Q: All five calculations take the same ZrS₂ crystal with its atoms in the same places. How can they disagree about its pressure?

Kohn-Sham DFT calculations with ABINIT for ZrS₂ (space group P-3m1) at one fixed geometry, without spin polarization or dispersion correction and with Fermi-Dirac smearing of 0.05 eV. The basis column gives the plane-wave cutoff, and pressure is positive in compression. The k mesh is coarse in every row, and no two runs differ in the mesh alone, so the error it leaves in the pressures and stresses is unknown. Processor times come from shared machines.

```
method      rung                               potentials   basis             k mesh  pressure (GPa)  rough processor time (s)
   LDA       LDA                         JTH PAW LDA v2.0  544 eV  3x3x2 3-atom cell          -4.040                         6
   PBE       GGA                         JTH PAW PBE v2.0  544 eV  3x3x2 3-atom cell           0.940                         9
PBEsol       GGA                         JTH PAW PBE v2.0  544 eV  3x3x2 3-atom cell          -1.980                        20
PBEsol       GGA  PseudoDojo NC SR PBEsol v0.4.1 standard  789 eV  6x6x4 3-atom cell          -2.580                        40
r2SCAN  meta-GGA                         JTH PAW PBE v2.0  653 eV  3x3x2 3-atom cell           0.490                        30
```

A: Pressure tells how the energy would change if the cell changed size, and the functionals disagree about that. With E the energy and V the volume of the cell,

P = −dE/dV

A positive P means that the crystal would lower its energy by expanding, a negative P that it would do so by shrinking. LDA gives −4.04 GPa and PBE 0.94 GPa, so the same cell is too large for LDA and somewhat too small for PBE.

Q: What does PBE contain that pushes outward?

A: LDA treats each point as part of a uniform electron gas. PBE also looks at how steeply the density varies, measured against the density itself, and its exchange energy becomes lower where that relative variation is strong. When the crystal expands, the density between the atoms thins out and its relative variation grows. Expansion is therefore rewarded in PBE in a way that LDA doesn't know, and this reward acts as an outward pressure. That is the standard theoretical argument; the table shows its result, not the separate exchange contribution.

Q: Can the argument tell me where PBEsol should lie?

A: Roughly. PBEsol has the same form as PBE, but its exchange responds more weakly to slight variations of density: the coefficient is 10/81, against about 0.22 in PBE. The ratio is 0.56. If the outward push simply followed this coefficient, PBEsol would lie 0.56 of the way from LDA to PBE:

P(PBEsol) ≈ −4.04 + 0.56 × (0.94 + 4.04) ≈ −1.25 GPa

The PAW calculation, which did not enter the estimate, gives −1.98 GPa. The order is right, but the estimate puts PBEsol too close to PBE.

Q: Why would the computed push be weaker than that?

A: A likely reason is correlation, whose gradient correction works against that of exchange. PBEsol weakens this opposing part less than it weakens exchange, so less of the outward push survives. The calculations don't separate the two, and LDA also uses its own PAW data, so this explanation remains untested here. The output printed below gives the estimate and the differences between the runs.

Q: Then is it the step from LDA to a GGA that decides the pressure?

A: Only in part, because the choice of GGA matters even more here. From LDA to PBEsol the pressure rises by 2.06 GPa; from PBEsol to PBE, with the same PAW data, mesh and cutoff, it rises by another 2.92 GPa. Both are GGAs, but they weight the gradient differently. To guess which of two related GGAs prefers the larger crystal, ask which one rewards uneven density more strongly.

Q: There are two PBEsol rows. Why don't they agree?

A: The first borrows PAW data made for PBE. The second has a potential made for PBEsol, a higher cutoff and a denser mesh, so the shift can't be assigned to any one of these changes. The mean pressure falls by only 0.60 GPa, but that hides two movements in opposite directions. The stress within the layers falls by 1.2 GPa, while the stress across them rises by 0.6 GPa. The two partly cancel, and the mean still falls because the in-plane change is the larger one and also counts twice.

Q: What does r2SCAN add?

A: It also uses the kinetic-energy density, which helps it to tell a chemical bond from a weak contact between closed shells. Its mean pressure is 0.45 GPa below that of PBE, less than the shift between the two PBEsol runs, so the order of PBE and r2SCAN isn't settled. Most of the change lies across the layers, where PBE pushes outward and r2SCAN pulls inward. Stronger attraction between neighbouring layers in r2SCAN would have this effect. So would a preference for thinner layers, because the sulfur atoms haven't been relaxed and strain inside a layer adds to the same stress. The stress alone can't separate the two, and the r2SCAN run also differs from PBE in its cutoff and borrows PAW data made for PBE. No run here adds a dispersion correction either, so the stress across the layers needs particular caution.

Q: Its pressure is the closest to zero. Doesn't that make it the best choice?

A: No. Zero pressure would only mean that the functional gains nothing from a slight uniform change in the size of this cell, and nothing here shows that the cell is the measured one. An accurate functional may well want to change it. The small mean for r2SCAN also combines an outward push of 0.98 GPa within the layers with an inward pull of 0.49 GPa across them, so the crystal is not free of stress.

Q: What should I pay for, then?

A: These times can't rank the methods: PBE took 9 s and PBEsol 20 s at identical settings. For a stress or a cell size, first choose the functional for the property you need, then test potential, cutoff and mesh, and look at each direction separately. The sulfur atoms must also be allowed to move, because they still feel forces in every run. Only then does the remaining stress tell you which way the functional would really change the cell.

Numerical output:

```
Pressure and its parts:
     row  pressure GPa  in plane GPa  along c GPa  force on S eV/A  time s
     LDA         -4.04        -3.966       -4.191            0.432       6
     PBE          0.94         1.189        0.444            0.079       9
  PBEsol         -1.98        -1.928       -2.084            0.276      20
  PBEsol         -2.58        -3.126       -1.493            0.151      40
  r2SCAN          0.49         0.976       -0.493            0.139      30
Pressure change from LDA to PBEsol with PAW (GPa): 2.06
Pressure change from PBEsol to PBE with PAW (GPa): 2.92
Pressure change from LDA to PBE (GPa): 4.98
In-plane stress change from PBEsol to PBE with PAW (GPa): 3.117
Stress change along c from PBEsol to PBE with PAW (GPa): 2.528
Exchange gradient coefficient of PBEsol over that of PBE: 0.5612
Computed place of PBEsol on the way from LDA to PBE (fraction): 0.4137
PBEsol pressure estimated from the coefficient ratio (GPa): -1.245
Estimate less computed PBEsol pressure with PAW (GPa): 0.7346
Pressure change from PBEsol PAW run to PBEsol norm-conserving run (GPa): -0.6
The same change for the in-plane stress (GPa): -1.198
The same change for the stress along c (GPa): 0.591
Pressure change from PBE to r2SCAN (GPa): -0.45
In-plane stress change from PBE to r2SCAN (GPa): -0.213
Stress change along c from PBE to r2SCAN (GPa): -0.937
Time of PBEsol PAW run over PBE run at equal settings: 2.222
Time of r2SCAN run over PBE run: 3.333
Time of r2SCAN run over PBEsol PAW run: 1.5
```
